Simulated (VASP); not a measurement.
Runs of VASP 6.6.1 on Hf. Symmetry: P6_3/mmc, No. 194, hexagonal system. Conventional cell: a = 3.197 Å, b = 3.197 Å, c = 5.058 Å, α = 90.00°, β = 90.00°, γ = 120.00°. Hf (site symmetry -6m2) is surrounded by 12 Hf at 3.13 to 3.20 Å. 

```csv
task,level,potentials or basis,spin,cell,k mesh,cutoff (eV),smearing,pressure (GPa)
band structure,SCAN,"VASP PAW PBE potentials, release 64 (Hf_pv)",off,as given,10 × 10 × 5,520,fermi-dirac 0.05 eV,-4.4
relaxation of cell and atoms,PBE,"VASP PAW PBE potentials, release 54 (Hf)",off,relaxed,10 × 10 × 5,600,fermi-dirac 0.05 eV,0.0
atomic charges,LAK,"VASP PAW PBE potentials, release 64 (Hf_pv)","SOC, no magnetisation",as given,7 × 7 × 4,520,methfessel-paxton 0.1 eV,4.8
band structure,RPBE,"VASP PAW PBE potentials, release 64 (Hf_pv)",off,as given,10 × 10 × 5,520,fermi-dirac 0.05 eV,(a)
```

Problem. Fill in the values left out.

Solution. (a) 3.0.

Caveats: the PAW data sets were made with another functional, which shifts forces and pressure a little (some runs).

Not every run made on this cell is shown here.
